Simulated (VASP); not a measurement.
ZrO2, 3 atoms in the cell. Symmetry: Fm-3m, No. 225, cubic system. The conventional cell has a = 5.116 Å, b = 5.116 Å, c = 5.116 Å, α = 90.00°, β = 90.00°, γ = 90.00°. Zr (site symmetry m-3m) has 8 O at 2.22 Å as nearest neighbours. Around O (site symmetry -43m) lie 4 Zr at 2.22 Å. The cell was built by a generator and needn't be a form met in nature.

```yaml
Program: VASP 6.6.1
Task: electrostatic potential
Functional: PBE
Potentials_or_basis: VASP PAW PBE potentials, release 64 (Zr_sv, O)
Cutoff: 520 eV
k_mesh: 10 × 10 × 10
Occupations: gaussian, width 0.02 eV
Spin: no spin polarisation
Further_INCAR_settings: ALGO = Fast; EDIFF = 1e-06
```

Potentials or basis: VASP PAW PBE potentials, release 64 (Zr_sv, O).

Run with:

```bash
$ cat potpaw_PBE.64/Zr_sv/POTCAR potpaw_PBE.64/O/POTCAR > POTCAR
$ mpirun -np 1 vasp_std > vasp.out
```

Hardware: 1 thread of Intel(R) Xeon(R) Platinum 8488C (Sapphire Rapids), with other jobs on the host.

How long does it take, and how much memory?

Wall time 46 s on 1 thread of Intel(R) Xeon(R) Platinum 8488C (Sapphire Rapids), with other jobs on the host, peak memory 0.17 GiB. Counts: scf iterations 21, k points 47.
